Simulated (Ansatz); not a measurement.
# ZrN: the cost of one run

Program: Ansatz 0.2.0. Level of theory: DFT PBE, scalar-relativistic, plane waves, PAW. These are calculated values, not measurements.

2 further runs of the same task are left out: 2 set aside as unsound or not needed.

## Step 1: Starting point

Symmetry: Fm-3m, No. 225, cubic system. The conventional cell has a = 4.595 Å, b = 4.595 Å, c = 4.595 Å, α = 90.00°, β = 90.00°, γ = 90.00°. Around Zr (site symmetry m-3m) lie 6 N at 2.30 Å. N (site symmetry m-3m) has 6 Zr at 2.30 Å as nearest neighbours.

As a file:

```cif
data_structure
_symmetry_space_group_name_H-M 'P 1'
_symmetry_Int_Tables_number 1
_cell_length_a 3.2489
_cell_length_b 3.2489
_cell_length_c 3.2489
_cell_angle_alpha 60.000
_cell_angle_beta 60.000
_cell_angle_gamma 60.000
_cell_volume 24.25
loop_
_atom_site_label
_atom_site_type_symbol
_atom_site_fract_x
_atom_site_fract_y
_atom_site_fract_z
_atom_site_occupancy
Zr1 Zr 0.50000 0.50000 0.50000 1
N1 N 0.00000 0.00000 0.00000 1
```

It goes back to an entry of the Materials Project, which need not be the stable form.

This cell was relaxed beforehand with the same method: volume 12.12 Å³/atom, gap on the mesh none (metal).

## Step 2: Host supercell without the defect

input.yaml reads:

```yaml
crystal:
  lattice:
    - [0.0, 4.5945978683, -4.5945978683]
    - [4.5945978683, 4.5945978683, 0.0]
    - [4.5945978683, 0.0, -4.5945978683]
  atoms:
    - { symbol: Zr, position: [0.25, 0.75, 0.25] }
    - { symbol: Zr, position: [0.25, 0.25, 0.25] }
    - { symbol: Zr, position: [0.75, 0.75, 0.25] }
    - { symbol: Zr, position: [0.75, 0.25, 0.25] }
    - { symbol: Zr, position: [0.25, 0.75, 0.75] }
    - { symbol: Zr, position: [0.25, 0.25, 0.75] }
    - { symbol: Zr, position: [0.75, 0.75, 0.75] }
    - { symbol: Zr, position: [0.75, 0.25, 0.75] }
    - { symbol: "N", position: [0.5, 0.5, 0.0] }
    - { symbol: "N", position: [0.5, 0.0, 0.0] }
    - { symbol: "N", position: [1.0, 0.5, 0.0] }
    - { symbol: "N", position: [1.0, 0.0, 0.0] }
    - { symbol: "N", position: [0.5, 0.5, 0.5] }
    - { symbol: "N", position: [0.5, 0.0, 0.5] }
    - { symbol: "N", position: [1.0, 0.5, 0.5] }
    - { symbol: "N", position: [1.0, 0.0, 0.5] }
basis:
  ecutwfc: 420
  xc_grid: 2
kpoints:
  mp_grid: { grid: [1, 1, 1], shift: [0.0, 0.0, 0.0] }
hamiltonian:
  xc: pbe
scf:
  occupations: { method: gaussian, width: 0.1 }
output:
  forces: true
  stress: true
  eigenvalues: true
```

Launch:

```bash
ansatz run input.yaml --threads 4 --pin off --max-ram 10240MiB --backend cpu --events-out ev --progress --plain --runs-dir out
```

What time and memory should one allow on 4 threads of Intel Xeon at 2.70GHz, shared host?

About 1.1 s, with a peak of 0.4 GiB.
